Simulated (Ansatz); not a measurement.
# AlRu (Pm-3m) in Ansatz: further runs

The runs below take AlRu through single point, equation of state, with LDA.

Everything below comes from runs of Ansatz 0.2.0. Logs are shortened: lines on timing, memory, paths and dates and some standing lists are left out, and cuts for length are marked.

### Step 1. The structure

The structure is cubic, space group Pm-3m (No. 221). The conventional cell has a = 2.992 Å, b = 2.992 Å, c = 2.992 Å, α = 90.00°, β = 90.00°, γ = 90.00°. Ru (site symmetry m-3m) is surrounded by 8 Al at 2.59 Å. Around Al (site symmetry m-3m) lie 8 Ru at 2.59 Å.

### Step 2. Single point, LDA, 12.58 Å³/atom (volume scaled by 0.94)

input.yaml

```yaml
crystal:
  lattice:
    - [2.9305298028, 0.0, 0.0]
    - [0.0, 2.9305298028, 0.0]
    - [0.0, 0.0, 2.9305298028]
  atoms:
    - { symbol: Ru, position: [0.5, 0.5, 0.5] }
    - { symbol: Al, position: [0.0, 0.0, 0.0] }
hamiltonian:
  xc: lda
  pseudopotentials: { kind: paw }
kpoints:
  mp_grid: { grid: [9, 9, 9] }
scf:
  occupations: { method: fermi_dirac, width: 0.05 }
output:
  forces: true
  stress: true
  eigenvalues: true
```

Potentials or basis: Ansatz PAW.

The run is started by

```
> ansatz run input.yaml --threads 2 --pin off --max-ram 5632MiB --backend cpu --events-out ev --progress --plain --runs-dir out
```

The program printed:

```text
Warning: RAYON_NUM_THREADS=2 ignored (pool sized by the plan → 2); use --threads N
Engine: ansatz 0.2.0, x86_64-unknown-linux-gnu
Pseudopotentials: kind: paw
Pseudopotential: Ru, paw, valence charge 16, recommended cutoff 420 eV (normal), Ru.paw.azcp
Pseudopotential: Al, paw, valence charge 3, recommended cutoff 420 eV (normal), Al.paw.azcp
Functional definition: SPW92
  exchange = slater_x
  correlation = pw_c
Crystal: 2 atoms, lattice volume = 25.167 Å³
Basis set: ecut = 420 eV, 461 PW (Γ)
Bands: 14, of which v1, the nominal top of the filled ones, is band 10 counted from 1 (9 counted from 0)
Symmetry: 48 space group operations
Space group: Pm-3m (ITA 221), of the structure as read, at distance tolerance 2.9e-5 Å
k-points: 35 of 729
Non-local potential: Ru, projectors of the file, l = 0: 3, l = 1: 2, l = 2: 2, l = 3: 1
Non-local potential: Al, projectors of the file, l = 0: 2, l = 1: 2, l = 2: 1
PAW form: soft (Blöchl's): semilocal exchange-correlation on the pseudo side does not see the compensation charge
PAW frozen core: Ru, regenerated for the run's functional, and the local potential with it (the file was generated under x = pbe(κ = 0.804, μ = 0.2195149727645171), c = pbe(β = 0.06672455060314922))
PAW frozen core: Al, regenerated for the run's functional, and the local potential with it (the file was generated under x = pbe(κ = 0.804, μ = 0.2195149727645171), c = pbe(β = 0.06672455060314922))
PAW one-centre angular grid: Ru, 590 points (default); XC on 64 Gauss nodes
PAW one-centre angular grid: Al, 110 points (default); XC on 64 Gauss nodes
Initial density: superposition of atomic densities (neutral atoms: chi_scale 0, normalization atom), corrected by the library's trained network
Initial wavefunctions: pseudopotential atomic-orbital guess
Functional: x = slater, c = lda
SCF iter   1: F=—  HF=-6272.464311 eV  |F-HF|=—  |Δ(HF+E_count)|=         —  Δρ=1.22e-2  dr2=2.92e-2  ethr=1.77e-3  ⟨swp⟩=5.2  Hψ=2682  notcnv=0
preconditioner: auto → none  [metal: Δε(μ)=0.042 eV  Ē_g=9.376 eV  σ=0.050 eV  W_gap=0.21  n_scr=6 (ndim 8)  ℏωp=24.5 eV  f_vac=0.000  D(μ)=1.62/eV (n_scr^D=18)  sad-step TF]
SCF iter   2: F=—  HF=-6272.460366 eV  |F-HF|=—  |Δ(HF+E_count)|=   3.94e-3  Δρ=6.89e-3  dr2=1.12e-2  ethr=1.54e-4  ⟨swp⟩=1.2  Hψ=778  notcnv=0  defer=1
SCF iter   3: F=—  HF=-6272.457823 eV  |F-HF|=—  |Δ(HF+E_count)|=   2.54e-3  Δρ=6.94e-4  dr2=8.58e-5  ethr=5.89e-5  ⟨swp⟩=2.3  Hψ=722  notcnv=0  defer=1
SCF iter   4: F=—  HF=-6272.457807 eV  |F-HF|=—  |Δ(HF+E_count)|=   1.65e-5  Δρ=1.97e-4  dr2=7.62e-6  ethr=4.52e-7  ⟨swp⟩=2.1  Hψ=757  notcnv=0  defer=1
iter 5 did not close the SCF: its close was put off for the readings that it lacked (scf_convergence_deferred on its scf_iter line)
SCF iter   5: F=-6272.457805 eV  HF=-6272.457805 eV  |F-HF|=3.62e-8  |Δ(HF+E_count)|=   1.43e-6  Δρ=2.25e-5  dr2=5.18e-8  ethr=4.01e-8  ⟨swp⟩=2.5  Hψ=709  notcnv=0  defer=1
SCF iter   6: F=-6272.457805 eV  HF=-6272.457805 eV  |F-HF|=4.09e-10  |Δ(HF+E_count)|=   1.21e-8  Δρ=4.99e-6  dr2=1.06e-9  ethr=2.73e-10  ⟨swp⟩=2.5  Hψ=1792  notcnv=0
SCF 1 converged in 6 iterations: F = -6272.457805 eV  dr2 = 1.06e-9
SCF converged after 6 iterations
Free energy (F): -6272.457805 eV
Harris-Foulkes:  -6272.457805 eV  (|F-HF|=4.09e-10)
Internal energy: -6272.443956 eV  (E = F + TS)
E sigma→0 (E₀):  -6272.450880 eV
Entropy (-TS):   -0.013850 eV (-6.925 meV/atom)
Fermi energy:    16.985166 eV
--- Per-component energies (eV) ---
  E_band       = -103.576848
  E_kinetic    = 546.559948
  E_local      = -1744.090631  (includes V_loc(G=0)·N_el)
  E_nonlocal   = 361.104759
  E_hartree    = 617.882616
  E_xc         = -232.056040
  E_vxc        = -272.295613  (∫ρ·V_xc dr)
  E_paw        = -3786.077254  (= ΣΔE_a)
  E_vpaw       = -230.619727  (= ΣTr[D̂ρ^β])
  E_aug_tail   = -0.000244  (compensation charges beyond the density's cutoff)
  E_ewald      = -2036.394512
  E_core_change = 0.627401  (= ΣΔE_core)
  E_smearing   = -0.013850  (= −TS)
  E_closure    = -0.000000  (closes the sum)
  Σ components = -6272.457805   (vs F -6272.457805, Δ=0.00e0)
--- Forces (eV/Å), atoms counted from 1 ---
  atom   1  Ru     0.00000000     0.00000000     0.00000000
  atom   2  Al    -0.00000000     0.00000000    -0.00000000
  max |Σ_I F_I| component: 1.86e-29 eV/Å
--- Stress (GPa, compression-positive) ---
        5.758566      -0.000000       0.000000
       -0.000000       5.758566       0.000000
        0.000000       0.000000       5.758566
  P = ⅓ Tr σ = 5.7586 GPa (57.586 kbar)
--- Band table (eV; the first three rows and the last of 35) ---
  k-point 0: bands = ["-54.6449", "-24.6411", "-24.6411", "-24.6411", "7.0464", "13.1260", "13.1260", "17.2510", "17.2510", "17.2510", "23.3972", "23.3972", "23.3972", "28.4155"]
  k-point 1: bands = ["-54.6425", "-24.6727", "-24.6385", "-24.6385", "7.2950", "13.2144", "13.2204", "16.9426", "16.9426", "17.2833", "22.3650", "23.8838", "23.8838", "27.8282"]
  k-point 2: bands = ["-54.6362", "-24.7519", "-24.6318", "-24.6318", "8.0103", "13.3326", "13.4513", "16.2935", "16.2935", "17.3665", "20.7186", "25.0667", "25.0667", "26.5586"]
  k-point 34: bands = ["-54.5846", "-24.8378", "-24.8372", "-24.8372", "11.9803", "12.2037", "12.2037", "18.3396", "18.3396", "20.2113", "20.3951", "21.7439", "21.7439", "26.3948"]
```

Run time: 0.86 s. Hardware: 2 threads of Intel Xeon at 2.70GHz, shared host; peak memory 0.29 GiB.

Results:

```
Free energy            : -6272.4578 eV
Pressure               : 5.8 GPa
Band gap on the k mesh : none (metal or under the smearing width)
```

Caveat: the PAW data sets come from PBE, with cores solved anew for the run's functional, which leaves a small shift of forces and pressure.

### Step 3. Single point, LDA, 12.85 Å³/atom (volume scaled by 0.96)

Edit input.yaml of step 2 so:

```diff
@@ -2,5 +2,5 @@
   lattice:
-    - [2.9305298028, 0.0, 0.0]
-    - [0.0, 2.9305298028, 0.0]
-    - [0.0, 0.0, 2.9305298028]
+    - [2.9511680166, 0.0, 0.0]
+    - [0.0, 2.9511680166, 0.0]
+    - [0.0, 0.0, 2.9511680166]
   atoms:
```

Potentials or basis: Ansatz PAW.

The run is started by

```
> ansatz run input.yaml --threads 2 --pin off --max-ram 5632MiB --backend cpu --events-out ev --progress --plain --runs-dir out
```

It took 0.82 s on 2 threads of Intel Xeon at 2.70GHz, shared host; peak memory 0.3 GiB.

It converged, with:

```yaml
Free_energy: -6272.4682 eV
Pressure: 0.6 GPa
Band_gap_on_the_k_mesh: none (metal or under the smearing width)
```

Caveat: the PAW data sets come from PBE, with cores solved anew for the run's functional, which leaves a small shift of forces and pressure.

### Step 4. Single point, LDA, 13.12 Å³/atom (volume scaled by 0.98)

Edit input.yaml of step 3 so:

```diff
@@ -2,5 +2,5 @@
   lattice:
-    - [2.9511680166, 0.0, 0.0]
-    - [0.0, 2.9511680166, 0.0]
-    - [0.0, 0.0, 2.9511680166]
+    - [2.9715215427, 0.0, 0.0]
+    - [0.0, 2.9715215427, 0.0]
+    - [0.0, 0.0, 2.9715215427]
   atoms:
```

The run is started by

```
> ansatz run input.yaml --threads 2 --pin off --max-ram 5632MiB --backend cpu --events-out ev --progress --plain --runs-dir out
```

Wall time 0.95 s (2 threads of Intel Xeon at 2.70GHz, shared host); peak memory 0.3 GiB.

It converged, with:

```yaml
Free_energy: -6272.4623 eV
Pressure: -4.0 GPa
Band_gap_on_the_k_mesh: none (metal or under the smearing width)
```

Caveat: the PAW data sets come from PBE, with cores solved anew for the run's functional, which leaves a small shift of forces and pressure.

### Step 5. Single point, LDA, 13.39 Å³/atom

Edit input.yaml of step 4 so:

```diff
@@ -2,5 +2,5 @@
   lattice:
-    - [2.9715215427, 0.0, 0.0]
-    - [0.0, 2.9715215427, 0.0]
-    - [0.0, 0.0, 2.9715215427]
+    - [2.9916, 0.0, 0.0]
+    - [0.0, 2.9916, 0.0]
+    - [0.0, 0.0, 2.9916]
   atoms:
```

The run is started by

```
> ansatz run input.yaml --threads 2 --pin off --max-ram 5632MiB --backend cpu --events-out ev --progress --plain --runs-dir out
```

It took 0.93 s on 2 threads of Intel Xeon at 2.70GHz, shared host; peak memory 0.3 GiB.

The run converged. Its results:

| Item | Value |
| --- | --- |
| Free energy | -6272.4417 eV |
| Pressure | -8.2 GPa |
| Band gap on the k mesh | none (metal or under the smearing width) |

Caveat: the PAW data sets come from PBE, with cores solved anew for the run's functional, which leaves a small shift of forces and pressure.

### Step 6. Single point, LDA, 13.65 Å³/atom (volume scaled by 1.02)

Edit input.yaml of step 5 so:

```diff
@@ -2,5 +2,5 @@
   lattice:
-    - [2.9916, 0.0, 0.0]
-    - [0.0, 2.9916, 0.0]
-    - [0.0, 0.0, 2.9916]
+    - [3.0114124979, 0.0, 0.0]
+    - [0.0, 3.0114124979, 0.0]
+    - [0.0, 0.0, 3.0114124979]
   atoms:
@@ -19 +19,5 @@
   eigenvalues: true
+  write_density: true
+  write_potential: true
+  elf: true
+  volumetric_format: npy
```

Potentials or basis: Ansatz PAW.

The run is started by

```
> ansatz run input.yaml --threads 2 --pin off --max-ram 5632MiB --backend cpu --events-out ev --progress --plain --runs-dir out
```

Run time: 1 s. Hardware: 2 threads of Intel Xeon at 2.70GHz, shared host; peak memory 0.3 GiB.

Results (log left out):

* Free energy: -6272.4081 eV
* Pressure: -11.9 GPa
* Band gap on the k mesh: none (metal or under the smearing width)

Caveat: the PAW data sets come from PBE, with cores solved anew for the run's functional, which leaves a small shift of forces and pressure.

### Step 7. Single point, LDA, 13.92 Å³/atom (volume scaled by 1.04)

input.yaml

```yaml
crystal:
  lattice:
    - [3.0309676725, 0.0, 0.0]
    - [0.0, 3.0309676725, 0.0]
    - [0.0, 0.0, 3.0309676725]
  atoms:
    - { symbol: Ru, position: [0.5, 0.5, 0.5] }
    - { symbol: Al, position: [0.0, 0.0, 0.0] }
hamiltonian:
  xc: lda
  pseudopotentials: { kind: paw }
kpoints:
  mp_grid: { grid: [9, 9, 9] }
scf:
  occupations: { method: fermi_dirac, width: 0.05 }
output:
  forces: true
  stress: true
  eigenvalues: true
```

The run is started by

```
> ansatz run input.yaml --threads 2 --pin off --max-ram 5632MiB --backend cpu --events-out ev --progress --plain --runs-dir out
```

Wall time 0.84 s (2 threads of Intel Xeon at 2.70GHz, shared host); peak memory 0.3 GiB.

It converged, with:

| Quantity | Value |
| --- | --- |
| Free energy | -6272.3627 eV |
| Pressure | -15.2 GPa |
| Band gap on the k mesh | none (metal or under the smearing width) |

Caveat: the PAW data sets come from PBE, with cores solved anew for the run's functional, which leaves a small shift of forces and pressure.

### Step 8. Single point, LDA, 14.19 Å³/atom (volume scaled by 1.06)

Edit input.yaml of step 7 so:

```diff
@@ -2,5 +2,5 @@
   lattice:
-    - [3.0309676725, 0.0, 0.0]
-    - [0.0, 3.0309676725, 0.0]
-    - [0.0, 0.0, 3.0309676725]
+    - [3.0502737196, 0.0, 0.0]
+    - [0.0, 3.0502737196, 0.0]
+    - [0.0, 0.0, 3.0502737196]
   atoms:
```

The run is started by

```
> ansatz run input.yaml --threads 2 --pin off --max-ram 5632MiB --backend cpu --events-out ev --progress --plain --runs-dir out
```

It took 0.96 s on 2 threads of Intel Xeon at 2.70GHz, shared host; peak memory 0.3 GiB.

Results (log left out):

```yaml
Free_energy: -6272.3070 eV
Pressure: -18.1 GPa
Band_gap_on_the_k_mesh: none (metal or under the smearing width)
```

Caveat: the PAW data sets come from PBE, with cores solved anew for the run's functional, which leaves a small shift of forces and pressure.

### Step 9. Equation of state, LDA

Potentials or basis: Ansatz PAW.

This step only gathers the single runs of the series.

Results:

```
Equilibrium volume                      : 12.88 Å³/atom
Bulk modulus                            : 232 GPa
Pressure derivative of the bulk modulus : 4.4
```

Energy against volume, from the lowest point:
```
volume (Å³/atom)  energy (meV/atom)
          12.584               5.21
          12.851               0.00
          13.119               2.96
          13.387              13.25
          13.655              30.07
          13.922              52.74
          14.190              80.62
```
